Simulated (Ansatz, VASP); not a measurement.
One calculation of Al2Cu, two programs

Contents of INCAR:

```
  PREC = Accurate
  ENCUT = 520
  EDIFF = 1E-6
  ISMEAR = 0
  SIGMA = 0.15
  LREAL = F
  LASPH = T
  NELM = 60
  ALGO = Fast
  ISIF = 2
  LWAVE = F
  LCHARG = T
  GGA = PE
  LELF = T
  LVHAR = T
  NBANDS = 16
```

The input KPOINTS:

```
Automatic mesh
0
Gamma
  10 10 14
```

Contents of POSCAR:

```
Al2Cu
1.0
    4.1211626268      0.0000000000      0.0000000000
    0.0000000000      4.1211626268      0.0000000000
    0.0000000000      0.0000000000      2.8847334069
Al Cu
2 1
Direct
    0.5067846504      0.0000000000      0.5000000000
   -0.0888098901      0.5000000000      0.5000000000
    0.0348277965      0.0000000000      0.0000000000
```

Input for Ansatz:

```yaml
crystal:
  lattice:
    - [4.1211626268, 0.0, 0.0]
    - [0.0, 4.1211626268, 0.0]
    - [0.0, 0.0, 2.8847334069]
  atoms:
    - { symbol: Al, position: [0.5067846504, 0.0, 0.5] }
    - { symbol: Al, position: [-0.0888098901, 0.5, 0.5] }
    - { symbol: Cu, position: [0.0348277965, 0.0, 0.0] }
basis:
  ecutwfc: 520.0
kpoints:
  mp_grid: { grid: [10, 10, 14] }
hamiltonian:
  xc: pbe
  pseudopotentials: { kind: paw, azcp: { folder: soft_1 } }
scf:
  occupations: { method: gaussian, width: 0.15 }
output:
  forces: true
  stress: true
  eigenvalues: true
```

Change from the starting cell: mode 4 frozen in at -0.366 Å and mode 9 at +0.000 Å (largest displacements).

Alike in both runs: task single point; functional PBE; k mesh 10 × 10 × 14; occupations gaussian, width 0.15 eV; no spin polarisation.

```csv
,VASP,Ansatz
version,VASP 6.6.1,Ansatz 0.2.0
potentials or method,"VASP PAW PBE potentials, release 64 (Al, Cu)","scalar-relativistic, plane waves, PAW"
plane-wave cutoff (eV),520,520
valence electrons in the cell,17,25
```

VASP gave:

- gap on the k mesh at the Fermi level (eV): none
- pressure (GPa): 2.0
- largest component of the traceless stress (GPa): 2.15
- rms of the force components (eV/Å): 0.373

Task: Which values does Ansatz return?

Result: gap on the k mesh at the Fermi level (eV): none; pressure (GPa): 1.8; largest component of the traceless stress (GPa): 2.13; rms of the force components (eV/Å): 0.379.

Atom by atom the forces differ by 0.006 eV/Å (rms over components). A gap of «none» marks a metal or a gap that the smearing closes. The functional is the same, so the differences come from potentials, cutoffs and numerics. The two sets of potentials don't hold the same shells in valence.
